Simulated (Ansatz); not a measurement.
The system is MnO.

```
Mn O
1.0
     0.00000    2.22391    2.22391
     2.22391    0.00000    2.22391
     2.22391    2.22391    0.00000
Mn O
1 1
Direct
  0.00000 0.00000 0.00000
  0.50000 0.50000 0.50000
```

The cell is a database's computed one.

Base run:

- Program: Ansatz 0.2.0
- Functional: r2SCAN0 form with a typed share of exact exchange
- Potentials or basis: Ansatz PAW
- Cutoff: 500 eV (not typed: the program's choice for these potentials)
- k mesh: 6 × 6 × 6
- Occupations: fermi-dirac, width 0.05 eV
- Spin: collinear spin, ferromagnetic start
- Starting moments: [4.0, 0.0] μB

Its results: band gap on the k mesh 1.44 eV, indirect (least direct gap 4.31 eV); pressure -0.8 GPa; net moment 5.00 μB per cell; site moments Mn +4.32; O +0.24 μB.

Q: After a change of settings the same cell gave: band gap on the k mesh none (metal or under the smearing width); pressure 0.2 GPa; net moment 4.99 μB per cell; site moments Mn +4.26; O +0.26 μB. Which change was it?
A. share of exact exchange from 0.15 to 0.1
B. functional from r2SCAN0 form with a typed share of exact exchange to r2SCAN0; share of exact exchange from 0.15 to 0.25
C. functional from r2SCAN0 form with a typed share of exact exchange to PBE; cutoff from 500 eV (not typed: the program's choice for these potentials) to 420 eV (not typed: the program's choice for these potentials); k mesh from 6 × 6 × 6 to 10 × 10 × 10
D. share of exact exchange from 0.15 to 0

A: D.

Caveats: some runs use coarse meshes; the magnetic or orbital state may not be the lowest; a cell with one magnetic atom can't hold antiferromagnetic order, which such compounds often take; the PAW data sets come from PBE, with cores solved anew for the run's functional, which leaves a small shift of forces and pressure; the thresholds are loose for stress (some runs).
